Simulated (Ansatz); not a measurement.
# Cu (Fm-3m) in Ansatz: a series of runs

One crystal, Cu, is run at these levels: PBE; tasks: single point, equation of state, band structure.

Program: Ansatz 0.2.0. These are calculated values, not measurements. Logs are shortened: lines on timing, memory, paths and dates and some standing lists are left out, and cuts for length are marked.

## Step 1: The crystal as given

The structure is cubic, space group Fm-3m (No. 225). Conventional cell: a = 3.615 Å, b = 3.615 Å, c = 3.615 Å, α = 90.00°, β = 90.00°, γ = 90.00°. Cu (site symmetry m-3m) has 12 Cu at 2.56 Å as nearest neighbours.

## Step 2: Single point, PBE, 11.10 Å³/atom (volume scaled by 0.94)

File input.yaml:

```yaml
crystal:
  lattice:
    - [0.0, 1.7706018915, 1.7706018915]
    - [1.7706018915, 0.0, 1.7706018915]
    - [1.7706018915, 1.7706018915, 0.0]
  atoms:
    - { symbol: Cu, position: [0.0, 0.0, 0.0] }
hamiltonian:
  xc: pbe
  pseudopotentials: { kind: paw, accuracy: stringent }
kpoints:
  mp_grid: { grid: [13, 13, 13] }
scf:
  occupations: { method: fermi_dirac, width: 0.05 }
output:
  forces: true
  stress: true
  eigenvalues: true
  write_density: true
  write_potential: true
  elf: true
  volumetric_format: npy
```

Potentials or basis: SSSP precision PAW.

Run with:

```console
$ ansatz run input.yaml --threads 2 --pin off --max-ram 5120MiB --backend cpu --events-out ev --progress --plain --runs-dir out
```

What it wrote:

```text
Warning: The stringent table, which hamiltonian.pseudopotentials names, holds the potential of the library's standard table for Cu (one content_sha256, or a second file that the publisher made of the same generator input, which states another). The run takes no other species from the library, so that hamiltonian.pseudopotentials.accuracy: standard would change no potential of it. The deck needs no change, but a comparison with a run at hamiltonian.pseudopotentials.accuracy: standard does not test the potential of Cu. With hamiltonian.pseudopotentials.accuracy and source left out a run reads another potential of Cu, from this project's own files. To test it, run on another potential, such as that of hamiltonian.pseudopotentials: {kind: paw}
Warning: RAYON_NUM_THREADS=2 ignored (pool sized by the plan → 2); use --threads N
Engine: ansatz 0.2.0, x86_64-unknown-linux-gnu
Pseudopotentials: kind: paw
Pseudopotential: Cu, paw, valence charge 11, recommended cutoff 1224.512381 eV (normal), Cu.paw.azcp
Functional definition: PBE
  parameter kappa = 0.804
  parameter beta = 0.06672455060314922
  exchange = pbe_x(kappa = kappa, mu = beta*pi^2/3)
  correlation = pbe_c(beta = beta)
Crystal: 1 atoms, lattice volume = 11.102 Å³
Basis set: ecut = 1224.512381 eV, 1067 PW (Γ), exchange–correlation on 96×96×96 points (8 copies of the dense FFT grid, shifted against one another)
Bands: 10, of which v1, the nominal top of the filled ones, is band 6 counted from 1 (5 counted from 0)
Symmetry: 48 space group operations
Space group: Fm-3m (ITA 225), of the structure as read, at distance tolerance 2.2e-5 Å
k-points: 84 of 2197
Non-local potential: Cu, projectors of the file, l = 0: 2, l = 1: 2, l = 2: 2
PAW form: compensated (Kresse and Joubert's): semilocal exchange-correlation on the pseudo side sees the compensation charge
PAW one-centre angular grid: Cu, 590 points (default); XC on 64 Gauss nodes
Initial density: superposition of atomic densities (chi_scale 0.1, normalization cell)
Initial wavefunctions: pseudopotential atomic-orbital guess
Functional: x = pbe(κ = 0.804, μ = 0.2195149727645171), c = pbe(β = 0.06672455060314922)
SCF iter   1: F=—  HF=-2899.461287 eV  |F-HF|=—  |Δ(HF+E_count)|=         —  Δρ=1.17e-1  dr2=9.52e-1  ethr=3.10e-3  ⟨swp⟩=5.4  Hψ=5120  notcnv=0
preconditioner: auto → none  [metal: Δε(μ)=0.097 eV  Ē_g=17.266 eV  σ=0.050 eV  W_gap=0.42  n_scr=0 (ndim 8)  ℏωp=37.0 eV  f_vac=0.000  D(μ)=0.43/eV (n_scr^D=0)]
SCF iter   2: F=—  HF=-2899.271993 eV  |F-HF|=—  |Δ(HF+E_count)|=   1.89e-1  Δρ=1.49e-2  dr2=1.23e-2  ethr=3.10e-3  ⟨swp⟩=3.0  Hψ=2113  notcnv=0  defer=20
SCF iter   3: F=—  HF=-2899.270433 eV  |F-HF|=—  |Δ(HF+E_count)|=   1.56e-3  Δρ=6.65e-3  dr2=2.29e-3  ethr=1.12e-4  ⟨swp⟩=1.4  Hψ=1122  notcnv=0  defer=20
SCF iter   4: F=—  HF=-2899.270128 eV  |F-HF|=—  |Δ(HF+E_count)|=   3.05e-4  Δρ=1.27e-4  dr2=3.48e-7  ethr=2.08e-5  ⟨swp⟩=1.0  Hψ=821  notcnv=0  defer=20
SCF iter   5: F=—  HF=-2899.270130 eV  |F-HF|=—  |Δ(HF+E_count)|=   1.17e-6  Δρ=2.80e-5  dr2=1.50e-8  ethr=3.17e-9  ⟨swp⟩=2.0  Hψ=1298  notcnv=0  defer=20
SCF iter   6: F=-2899.270130 eV  HF=-2899.270130 eV  |F-HF|=3.23e-11  |Δ(HF+E_count)|=   3.38e-8  Δρ=2.02e-6  dr2=1.44e-10  ethr=1.36e-10  ⟨swp⟩=6.0  Hψ=4839  notcnv=0
SCF 1 converged in 6 iterations: F = -2899.270130 eV  dr2 = 1.44e-10
SCF converged after 6 iterations
Free energy (F): -2899.270130 eV
Harris-Foulkes:  -2899.270130 eV  (|F-HF|=3.23e-11)
Internal energy: -2899.267403 eV  (E = F + TS)
E sigma→0 (E₀):  -2899.268766 eV
Entropy (-TS):   -0.002726 eV (-2.726 meV/atom)
Fermi energy:    13.968719 eV
--- Per-component energies (eV) ---
  E_band       = 116.153799
  E_kinetic    = 271.823383
  E_local      = -900.547360  (includes V_loc(G=0)·N_el)
  E_nonlocal   = 283.525382
  E_hartree    = 403.952907
  E_xc         = -607.623218
  E_vxc        = -353.100646  (∫ρ·V_xc dr)
  E_paw        = -1222.467506  (= ΣΔE_a)
  E_vpaw       = 6.547090  (= ΣTr[D̂ρ^β])
  E_aug_tail   = 0.000002  (compensation charges beyond the density's cutoff)
  E_ewald      = -1127.930993
  E_smearing   = -0.002726  (= −TS)
  E_closure    = 0.000000  (closes the sum)
  Σ components = -2899.270130   (vs F -2899.270130, Δ=0.00e0)
--- Forces (eV/Å), atoms counted from 1 ---
  atom   1  Cu    -0.00000000     0.00000000    -0.00000000
  max |Σ_I F_I| component: 4.47e-30 eV/Å
--- Stress (GPa, compression-positive) ---
       12.615129       0.000000      -0.000000
        0.000000      12.615129      -0.000000
        0.000000       0.000000      12.615129
  P = ⅓ Tr σ = 12.6151 GPa (126.151 kbar)
--- Band table (eV; the first three rows and the last of 84) ---
  k-point 0: bands = ["3.8887", "10.5706", "10.5706", "10.5706", "11.4854", "11.4854", "37.2282", "40.0979", "40.0979", "40.0979"]
  k-point 1: bands = ["4.1135", "10.5200", "10.6148", "10.6148", "11.4683", "11.4683", "35.7442", "38.2543", "39.4183", "39.4183"]
  k-point 2: bands = ["4.7718", "10.3955", "10.7101", "10.7101", "11.4518", "11.4518", "31.7708", "37.7536", "38.4439", "38.4439"]
  k-point 83: bands = ["9.3241", "9.8531", "10.1170", "11.4514", "12.2407", "18.8518", "20.8775", "22.9306", "23.6251", "42.0275"]
```

Wall time 0.61 s (2 threads of AMD EPYC 9B45 (Zen 5), shared host); peak memory 0.46 GiB.

What came out:

```yaml
Free_energy: -2899.2701 eV
Pressure: 12.6 GPa
Band_gap_on_the_k_mesh: none (metal or under the smearing width)
```

## Step 3: Single point, PBE, 11.34 Å³/atom (volume scaled by 0.96)

input.yaml, as its differences from that of step 2:

```diff
@@ -2,5 +2,5 @@
   lattice:
-    - [0.0, 1.7706018915, 1.7706018915]
-    - [1.7706018915, 0.0, 1.7706018915]
-    - [1.7706018915, 1.7706018915, 0.0]
+    - [0.0, 1.7830713297, 1.7830713297]
+    - [1.7830713297, 0.0, 1.7830713297]
+    - [1.7830713297, 1.7830713297, 0.0]
   atoms:
```

Potentials or basis: SSSP precision PAW.

Run with:

```console
$ ansatz run input.yaml --threads 2 --pin off --max-ram 5120MiB --backend cpu --events-out ev --progress --plain --runs-dir out
```

Run time: 0.64 s. Hardware: 2 threads of AMD EPYC 9B45 (Zen 5), shared host; peak memory 0.46 GiB.

The run converged. Its results:

| Item | Value |
| --- | --- |
| Free energy | -2899.2857 eV |
| Pressure | 8.6 GPa |
| Band gap on the k mesh | none (metal or under the smearing width) |

## Step 4: Single point, PBE, 11.57 Å³/atom (volume scaled by 0.98)

File input.yaml:

```yaml
crystal:
  lattice:
    - [0.0, 1.795368762, 1.795368762]
    - [1.795368762, 0.0, 1.795368762]
    - [1.795368762, 1.795368762, 0.0]
  atoms:
    - { symbol: Cu, position: [0.0, 0.0, 0.0] }
hamiltonian:
  xc: pbe
  pseudopotentials: { kind: paw, accuracy: stringent }
kpoints:
  mp_grid: { grid: [13, 13, 13] }
scf:
  occupations: { method: fermi_dirac, width: 0.05 }
output:
  forces: true
  stress: true
  eigenvalues: true
```

Run with:

```console
$ ansatz run input.yaml --threads 2 --pin off --max-ram 5120MiB --backend cpu --events-out ev --progress --plain --runs-dir out
```

Run time: 0.49 s. Hardware: 2 threads of AMD EPYC 9B45 (Zen 5), shared host; peak memory 0.47 GiB.

The run converged. Its results:

```yaml
Free_energy: -2899.2956 eV
Pressure: 4.9 GPa
Band_gap_on_the_k_mesh: none (metal or under the smearing width)
```

## Step 5: Single point, PBE, 11.81 Å³/atom

input.yaml, as its differences from that of step 4:

```diff
@@ -2,5 +2,5 @@
   lattice:
-    - [0.0, 1.795368762, 1.795368762]
-    - [1.795368762, 0.0, 1.795368762]
-    - [1.795368762, 1.795368762, 0.0]
+    - [0.0, 1.8075, 1.8075]
+    - [1.8075, 0.0, 1.8075]
+    - [1.8075, 1.8075, 0.0]
   atoms:
```

Run with:

```console
$ ansatz run input.yaml --threads 2 --pin off --max-ram 5120MiB --backend cpu --events-out ev --progress --plain --runs-dir out
```

Run time: 0.49 s. Hardware: 2 threads of AMD EPYC 9B45 (Zen 5), shared host; peak memory 0.46 GiB.

Results (log left out):

```
Free energy            : -2899.3005 eV
Pressure               : 1.7 GPa
Band gap on the k mesh : none (metal or under the smearing width)
```

## Step 6: Single point, PBE, 12.05 Å³/atom (volume scaled by 1.02)

input.yaml, as its differences from that of step 5:

```diff
@@ -2,5 +2,5 @@
   lattice:
-    - [0.0, 1.8075, 1.8075]
-    - [1.8075, 0.0, 1.8075]
-    - [1.8075, 1.8075, 0.0]
+    - [0.0, 1.8194705475, 1.8194705475]
+    - [1.8194705475, 0.0, 1.8194705475]
+    - [1.8194705475, 1.8194705475, 0.0]
   atoms:
@@ -18 +18,5 @@
   eigenvalues: true
+  write_density: true
+  write_potential: true
+  elf: true
+  volumetric_format: npy
```

Potentials or basis: SSSP precision PAW.

Run with:

```console
$ ansatz run input.yaml --threads 2 --pin off --max-ram 5120MiB --backend cpu --events-out ev --progress --plain --runs-dir out
```

Wall time 0.6 s (2 threads of AMD EPYC 9B45 (Zen 5), shared host); peak memory 0.45 GiB.

It converged, with:

```yaml
Free_energy: -2899.3009 eV
Pressure: -1.1 GPa
Band_gap_on_the_k_mesh: none (metal or under the smearing width)
```

## Step 7: Single point, PBE, 12.28 Å³/atom (volume scaled by 1.04)

input.yaml, as its differences from that of step 6:

```diff
@@ -2,5 +2,5 @@
   lattice:
-    - [0.0, 1.8194705475, 1.8194705475]
-    - [1.8194705475, 0.0, 1.8194705475]
-    - [1.8194705475, 1.8194705475, 0.0]
+    - [0.0, 1.8312856224, 1.8312856224]
+    - [1.8312856224, 0.0, 1.8312856224]
+    - [1.8312856224, 1.8312856224, 0.0]
   atoms:
```

Run with:

```console
$ ansatz run input.yaml --threads 2 --pin off --max-ram 5120MiB --backend cpu --events-out ev --progress --plain --runs-dir out
```

Wall time 0.63 s (2 threads of AMD EPYC 9B45 (Zen 5), shared host); peak memory 0.47 GiB.

The run converged. Its results:

```yaml
Free_energy: -2899.2974 eV
Pressure: -3.6 GPa
Band_gap_on_the_k_mesh: none (metal or under the smearing width)
```

## Step 8: Single point, PBE, 12.52 Å³/atom (volume scaled by 1.06)

File input.yaml:

```yaml
crystal:
  lattice:
    - [0.0, 1.8429501765, 1.8429501765]
    - [1.8429501765, 0.0, 1.8429501765]
    - [1.8429501765, 1.8429501765, 0.0]
  atoms:
    - { symbol: Cu, position: [0.0, 0.0, 0.0] }
hamiltonian:
  xc: pbe
  pseudopotentials: { kind: paw, accuracy: stringent }
kpoints:
  mp_grid: { grid: [13, 13, 13] }
scf:
  occupations: { method: fermi_dirac, width: 0.05 }
output:
  forces: true
  stress: true
  eigenvalues: true
```

Run with:

```console
$ ansatz run input.yaml --threads 2 --pin off --max-ram 5120MiB --backend cpu --events-out ev --progress --plain --runs-dir out
```

It took 0.52 s on 2 threads of AMD EPYC 9B45 (Zen 5), shared host; peak memory 0.48 GiB.

Results (log left out):

- Free energy: -2899.2904 eV
- Pressure: -5.9 GPa
- Band gap on the k mesh: none (metal or under the smearing width)

## Step 9: Equation of state, PBE

Potentials or basis: SSSP precision PAW.

No new run: the results of the series are fitted here.

Results:

```
Equilibrium volume                      : 11.95 Å³/atom
Bulk modulus                            : 142 GPa
Pressure derivative of the bulk modulus : 5.0
```

Energy against volume, from the lowest point:
| volume (Å³/atom) | energy (meV/atom) |
| --- | --- |
| 11.102 | 30.77 |
| 11.338 | 15.23 |
| 11.574 | 5.33 |
| 11.810 | 0.44 |
| 12.047 | 0.00 |
| 12.283 | 3.51 |
| 12.519 | 10.52 |

PBE usually gives volumes a little too large and moduli too small. Zero-point motion and thermal expansion aren't in these numbers.

## Step 10: Band structure, PBE

File input.yaml:

```yaml
crystal:
  lattice:
    - [0.0, 1.8075, 1.8075]
    - [1.8075, 0.0, 1.8075]
    - [1.8075, 1.8075, 0.0]
  atoms:
    - { symbol: Cu, position: [0.0, 0.0, 0.0] }
hamiltonian:
  xc: pbe
  pseudopotentials: { kind: nc, source: spms }
kpoints:
  mp_grid: { grid: [13, 13, 13] }
  band_path:
    path:
      - [[0.0, 0.0, 0.0], [0.5, 0.0, 0.5], [0.5, 0.25, 0.75], [0.375, 0.375, 0.75], [0.0, 0.0, 0.0], [0.5, 0.5, 0.5], [0.625, 0.25, 0.625], [0.5, 0.25, 0.75], [0.5, 0.5, 0.5], [0.375, 0.375, 0.75]]
      - [[0.625, 0.25, 0.625], [0.5, 0.0, 0.5]]
    npoints: 14
scf:
  occupations: { method: fermi_dirac, width: 0.05 }
  n_extra_bands: 6
output:
  forces: true
  stress: true
  eigenvalues: true
  fatbands: false
```

Potentials or basis: SPMS NC.

Run with:

```console
$ ansatz run input.yaml --threads 2 --pin off --max-ram 5120MiB --backend cpu --events-out ev --progress --plain --runs-dir out
```

Run time: 0.73 s. Hardware: 2 threads of AMD EPYC 9B45 (Zen 5), shared host; peak memory 0.34 GiB.

The run converged. Its results:

```
Free energy            : -4968.1624 eV
Pressure               : 1.7 GPa
Band gap on the k mesh : none (metal or under the smearing width)
```

Levels at the corners of the path, in eV from the Fermi level:
```tsv
point	band 5	band 6	band 7	band 8	band 9	band 10	band 11	band 12	band 13	band 14
Γ	-9.66	-3.14	-3.14	-3.14	-2.29	-2.29	22.52	25.05	25.05	25.05
X	-5.04	-4.57	-1.72	-1.57	-1.57	1.20	6.91	12.81	12.81	17.38
W	-4.29	-3.68	-3.68	-2.33	-1.57	5.96	5.96	8.11	8.52	28.07
K	-4.45	-4.22	-2.90	-2.15	-1.77	4.09	5.50	7.61	14.90	19.07
Γ	-9.66	-3.14	-3.14	-3.14	-2.29	-2.29	22.52	25.05	25.05	25.05
L	-5.27	-3.17	-3.17	-1.71	-1.71	-1.29	3.56	20.97	21.83	21.83
U	-4.45	-4.22	-2.90	-2.15	-1.77	4.09	5.50	7.61	14.90	19.07
W	-4.29	-3.68	-3.68	-2.33	-1.57	5.96	5.96	8.11	8.52	28.07
L	-5.27	-3.17	-3.17	-1.71	-1.71	-1.29	3.56	20.97	21.83	21.83
K	-4.45	-4.22	-2.90	-2.15	-1.77	4.09	5.50	7.61	14.90	19.07
U	-4.45	-4.22	-2.90	-2.15	-1.77	4.09	5.50	7.61	14.90	19.07
X	-5.04	-4.57	-1.72	-1.57	-1.57	1.20	6.91	12.81	12.81	17.38
```

Caveat: the pressure holds a Pulay correction of +0.6 GPa for the finite cutoff.

## Step 11: For comparison

An earlier run on the cell as given: functional PBE; potentials or basis Ansatz PAW; cutoff 420 eV (not typed: the program's choice for these potentials); k mesh 13 × 13 × 13; occupations fermi-dirac, width 0.05 eV; no spin polarisation.

* Pressure: 1.7 GPa
* Band gap on the k mesh: none (metal or under the smearing width)

## Step 12: Overview

| task | potentials or basis | cutoff (eV) | points for each segment of the path | gap on the mesh (eV) | pressure (GPa) |
| --- | --- | --- | --- | --- | --- |
| equation of state | SSSP precision PAW | 1225 | - | - | - |
| band structure | SPMS NC | 952 | 14 | none | 1.7 |
| single point | Ansatz PAW | 420 | - | none | 1.7 |

Alike in all rows: level PBE; no spin polarisation; cell as given; k mesh 13 × 13 × 13; smearing fermi-dirac 0.05 eV.

Total energies depend on the potentials used, so only differences within one code and one set of settings carry meaning.
